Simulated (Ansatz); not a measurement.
# Zr: projected density of states with PBE+D3(BJ)+U

Zr:

```
Zr
1.0
     0.00000    2.25500    2.25500
     2.25500    0.00000    2.25500
     2.25500    2.25500    0.00000
Zr
1
Cartesian
  0.0000 0.0000 0.0000
```

This isn't the form of Zr at room conditions, which is hcp.

| Quantity | Value |
| --- | --- |
| Program | Ansatz 0.2.0 |
| Task | projected density of states |
| Functional | PBE |
| Dispersion | D3(BJ) |
| Potentials or basis | PseudoDojo standard (PBE files) |
| Cutoff | 898 eV (not typed: the program's choice for these potentials) |
| k mesh | 10 × 10 × 10 |
| Occupations | gaussian, width 0.025 eV |
| Spin | spin-orbit coupling, no magnetisation |
| Hubbard terms | Zr d U = 6 eV |
| Double counting | amf |
| Hubbard projectors | ortho-atomic (the default) |

```
Pressure                             : -1.8 GPa
Band gap on the k mesh               : none (metal or under the smearing width)
Density of states at the Fermi level : 1.51 states/eV per cell
```

Levels at points of the mesh, in eV from the Fermi level:
```
             k point  band 9  band 10  band 11  band 12  band 13  band 14  band 15  band 16
  (0.00, 0.00, 0.00)   -5.44    -5.44     0.90     0.90     0.90     0.90     0.98     0.98
 (0.00, 0.00, -0.50)   -2.99    -2.99     0.93     0.93     1.11     1.11     1.28     1.28
(0.00, -0.50, -0.50)   -2.64    -2.64    -2.28    -2.28     3.21     3.21     5.62     5.62
```

States per cell in windows of 1 eV (zero at the Fermi level; states under -8 eV left out):
```tsv
from (eV)	total	Zr 4d j=2.5	Zr 4d j=1.5	Zr 5s j=0.5
-8.0	0.00	0.00	0.00	0.00
-7.0	0.00	0.00	0.00	0.00
-6.0	0.02	0.00	0.00	0.02
-5.0	0.11	0.00	0.00	0.09
-4.0	0.26	0.03	0.02	0.18
-3.0	1.00	0.41	0.29	0.28
-2.0	1.24	0.66	0.46	0.09
-1.0	1.35	0.70	0.51	0.07
0.0	1.46	0.67	0.57	0.10
1.0	1.20	0.67	0.43	0.05
2.0	1.02	0.60	0.35	0.03
3.0	0.90	0.52	0.32	0.03
4.0	0.89	0.49	0.33	0.03
5.0	0.54	0.31	0.21	0.01
6.0	0.00	0.00	0.00	0.00
7.0	0.00	0.00	0.00	0.00
```

It took 40 s on 1 thread of Intel(R) Xeon(R) Platinum 8259CL CPU @ 2.50GHz (Skylake/Cascade Lake), on a shared host, peak memory 0.58 GiB.

Caveat: U without spin polarisation on a metal has little footing; pairwise dispersion overbinds metals, which lowers pressure and volume; the U is typed as a test and isn't derived for this compound.
